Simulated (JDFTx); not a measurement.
ZrC: equation of state with r2SCAN

ZrC:

```xyz
2
Lattice="0.0000 2.3650 2.3650 2.3650 0.0000 2.3650 2.3650 2.3650 0.0000" Properties=species:S:1:pos:R:3 pbc="T T T"
Zr    2.3650    2.3650    2.3650
C     0.0000    0.0000    0.0000
```

```yaml
Program: JDFTx 1.7.0 (patched build)
Task: equation of state
Functional: r2SCAN
Potentials_or_basis: SG15-PBE-1.2 with smoothed tails
Cutoff: 1361 eV
Density_cutoff: 10885 eV
k_mesh: 10 × 10 × 10
Occupations: fermi-dirac, width 0.05 eV
Spin: no spin polarisation
```

| Quantity | Value |
| --- | --- |
| Equilibrium volume | 13.07 Å³/atom |
| Bulk modulus | 229 GPa |
| Pressure derivative of the bulk modulus | 4.0 |

Energy against volume, from the lowest point:
```csv
volume (Å³/atom),energy (meV/atom)
12.434,23.27
12.699,7.22
12.963,0.00
13.228,0.75
13.493,8.73
13.757,23.23
14.022,43.64
```

Caveat: the potentials were made for another functional, which shifts forces and pressure.
